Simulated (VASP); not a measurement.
GaP:

```xyz
2
Lattice="0.0000 2.7184 2.7184 2.7184 0.0000 2.7184 2.7184 2.7184 0.0000" Properties=species:S:1:pos:R:3 pbc="T T T"
Ga    0.0000    0.0000    0.0000
P     1.3592    1.3592    1.3592
```

Base run:

- Program: VASP 6.6.1
- Functional: PBE0
- Potentials or basis: VASP PAW PBE potentials, release 64 (Ga_d, P)
- Cutoff: 520 eV
- k mesh: 8 × 8 × 8
- Occupations: gaussian, width 0.03 eV
- Spin: no spin polarisation

Its results: band gap on the k mesh 2.94 eV, indirect (least direct gap 3.49 eV); pressure 1.0 GPa.

**Question.** The run is repeated on the same cell with these changes: functional from PBE0 to HSE06. What comes out?

**Answer.** Band gap on the k mesh 2.29 eV, indirect (least direct gap 2.87 eV); pressure 1.2 GPa.

Caveats: the PAW data sets were made with another functional, which shifts forces and pressure a little.
